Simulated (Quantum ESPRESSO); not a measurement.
Input of a Quantum ESPRESSO 7.5 run:

pw.in

```
&CONTROL
  calculation = 'vc-relax'
  prefix = 'pwscf'
  outdir = './tmp'
  pseudo_dir = './pseudo'
  tprnfor = .true.
  tstress = .true.
  disk_io = 'low'
  nstep = 40
  forc_conv_thr = 0.0004
  etot_conv_thr = 1d-05
/
&SYSTEM
  ibrav = 0
  nat = 4
  ntyp = 1
  ecutwfc = 45
  ecutrho = 360
  nbnd = 14
  occupations = 'smearing'
  smearing = 'fd'
  degauss = 0.00999582
  vdw_corr = 'grimme-d3'
  dftd3_version = 3
/
&ELECTRONS
  conv_thr = 8d-10
  electron_maxstep = 120
  mixing_beta = 0.5
/
&IONS
  ion_dynamics = 'bfgs'
/
&CELL
  cell_dynamics = 'bfgs'
  press = 0
  press_conv_thr = 0.3
/
ATOMIC_SPECIES
C     12.0110 c_pbe_v1.2.uspp.F.UPF
CELL_PARAMETERS bohr
  -3.3066712699    2.2720645659   -0.1670259758
   3.8943368451    3.2898703008   -0.1353943226
   0.7217481443   -1.7676156507  -11.8417194295
ATOMIC_POSITIONS bohr
C      1.1254266168    0.6146838189   -5.9726165575
C      3.4179548700    1.3662079906  -11.9554430606
C     -2.1040136696    2.4433084262   -0.2048417097
C      0.1794596146    3.1644382139   -6.1553780096
K_POINTS automatic
9 7 3 0 0 0
```

Potentials or basis: GBRV 1.5 PBE.

Run with:

```bash
$ OMP_NUM_THREADS=1 pw.x -in pw.in > pw.out
```

Problem. Estimate the relaxed volume.

Solution. 9.21 Å³/atom.

Problem. Estimate the space group after relaxing (to 0.05 Å).

Solution. C2/m (No. 12).

The path:
```csv
step,energy change (eV),largest force (eV/Å),pressure (GPa),volume (Å³)
1,0.0000,3.7128,19.89,34.93
2,-5.6578,3.6658,-25.95,36.24
3,-0.3400,10.7672,127.62,28.42
4,-6.6787,1.9159,-8.94,34.33
5,-6.7787,1.3667,1.56,33.78
6,-6.8106,0.6110,4.26,33.72
7,-6.8188,0.3608,-1.67,34.36
8,-6.8305,0.0755,0.69,34.34
9,-6.8369,0.1506,1.67,34.61
10,-6.8455,0.4002,2.32,35.53
11,-6.8520,0.2827,1.42,36.61
12,-6.8544,0.0764,0.21,36.91
13,-6.8546,0.0152,0.03,37.03
14,-6.8547,0.0047,-0.03,37.07
15,-6.8547,0.0067,-0.07,37.11
16,-6.8548,0.0165,-0.11,37.16
17,-6.8549,0.0266,-0.15,37.21
18,-6.8551,0.0369,-0.19,37.25
19,-6.8553,0.0477,-0.24,37.28
20,-6.8557,0.0584,-0.32,37.28
21,-6.8561,0.0645,-0.40,37.21
22,-6.8563,0.0454,-0.25,37.07
23,-6.8564,0.0207,0.01,36.96
24,-6.8565,0.0075,0.08,36.88
25,-6.8565,0.0057,0.05,36.85
26,-6.8565,0.0032,0.01,36.84
27,-6.8565,0.0034,-0.04,36.83
28,-6.8565,0.0072,-0.07,36.83
29,-6.8565,0.0108,-0.11,36.82
30,-6.8566,0.0138,-0.13,36.82
31,-6.8566,0.0153,-0.15,36.82
32,-6.8566,0.0134,-0.13,36.83
33,-6.8566,0.0083,-0.08,36.85
34,-6.8567,0.0031,-0.02,36.86
35,-6.8567,0.0007,0.00,36.86
```
